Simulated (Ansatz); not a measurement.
**Caesium (omega (AlB2-type)) across density functionals**

All rows: Ansatz, plane waves with scalar-relativistic PAW, 420 eV (500 eV for the SCAN forms), relaxed under each functional, no dispersion correction, no zero-point motion. B₀ comes from uniform scaling at fixed shape; a dash is a value not given.

```
functional  V (Å³/atom)                                    cell  B₀ (GPa)     magnetic state  ΔE to bcc (meV/atom)
       PBE       117.52  a = 8.783 Å, c = 5.277 Å (c/a = 0.601)         2  spin not included                     8
    r²SCAN       124.11  a = 8.960 Å, c = 5.355 Å (c/a = 0.598)         2  spin not included                     8
    PBEsol       109.02  a = 8.593 Å, c = 5.115 Å (c/a = 0.595)         2  spin not included                     8
       LDA        96.09  a = 8.224 Å, c = 4.921 Å (c/a = 0.598)         2  spin not included                     9
    revPBE       129.90  a = 9.083 Å, c = 5.455 Å (c/a = 0.601)         2  spin not included                     8
      RPBE       131.91  a = 9.127 Å, c = 5.486 Å (c/a = 0.601)         2  spin not included                     8
      BLYP       126.08  a = 8.982 Å, c = 5.414 Å (c/a = 0.603)         2  spin not included                     4
```

LDA gives the smallest volume and RPBE the largest.
